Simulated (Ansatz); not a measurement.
**Convergence of Ni**

```xyz
2
Lattice="2.4480 0.0000 0.0000 -1.2240 2.1201 0.0000 0.0000 0.0000 4.0728" Properties=species:S:1:pos:R:3 pbc="T T T"
Ni    0.0000    1.4134    1.0182
Ni    1.2240    0.7067    3.0546
```

Atoms are numbered in the order listed.

The cell is the one relaxed in the Materials Project (mp-10257), not relaxed further here; entries there can be hypothetical.

Other magnetic orders may lie lower; this is the state that the run reached.

Theory: DFT, LDA, all-electron LAPW, scalar-relativistic in Ansatz 0.2.0.

The runs use a Γ-centred 15×15×8 k mesh, Fermi–Dirac smearing of 0.08 eV, basis error target 1 meV/atom, spin-polarised from start moments Ni1 1.5, Ni2 1.5 μB. One setting is then changed at a time.

```
basis error target (meV/atom)  free energy less the base's (meV/atom)  P (GPa)  moment (μB)  cutoff chosen (eV)
                     1 (base)                                     0.0   -10.77        1.254                 323
                            3                                       ?   -10.77        1.254                 285
                           10                                     1.5   -10.75        1.254                 246
                           30                                       ?   -10.70        1.254                 211
                          0.1                                    -0.1   -10.77        1.253                 407
```

(1) Give the missing entry: row "30", column "free energy less the base's (meV/atom)".

(2) Give the missing entry: row "3", column "free energy less the base's (meV/atom)".

## Answers

(1) 5.0.

(2) 0.4.
